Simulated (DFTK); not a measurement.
Crystal: MoS2.

```
CELL_PARAMETERS angstrom
3.22746 0.00000 0.00000
-1.61373 2.79507 0.00000
0.00000 0.00000 6.31247
ATOMIC_POSITIONS crystal
Mo 0.00000 0.00000 0.50000
S 0.66667 0.33333 0.74468
S 0.33333 0.66667 0.25532
```

Measurements of this composition are mostly on another form, of space group No. 194.

| Property | Result |
| --- | --- |
| Program | DFTK 0.8.2 |
| Task | single point |
| Functional | PBE |
| Potentials or basis | dojo.nc.sr.pbe.v0_4_1.standard.upf (PBE) |
| Cutoff | 1088 eV |
| k mesh | 9 × 9 × 4 |
| Occupations | fermi-dirac, width 0.05 eV |
| Spin | no spin polarisation |

On this cell: pressure 1.1 GPa; largest force 0.291 eV/Å; band gap on the k mesh none (metal or under the smearing width).

The same run follows on a disturbed copy (atoms moved at random, drawn with an rms of 0.05 Å):

```
CELL_PARAMETERS angstrom
3.22746 0.00000 0.00000
-1.61373 2.79507 0.00000
0.00000 0.00000 6.31247
ATOMIC_POSITIONS crystal
Mo 0.99403 0.98173 0.49930
S 0.65564 0.32224 0.74824
S 0.33381 0.68688 0.25256
```

Task: What changes?

Result: The energy (extrapolated to zero smearing) moves by +8.6 meV/atom; pressure -0.2 GPa; largest force 0.571 eV/Å; band gap on the k mesh none (metal or under the smearing width).

Forces in eV/Å, atoms in the order of the input:
```
Mo  -0.260  0.381  0.266
S    0.053  0.132 -0.121
S    0.207 -0.512 -0.145
```

Stress tensor (GPa, compression positive):
```
 0.20 -0.43 -0.66
-0.43 -1.69  2.75
-0.66  2.75  0.75
```

Caveats: this functional lacks dispersion, which binds the layers, so the pressure and a relaxed spacing across them are unreliable (some runs).
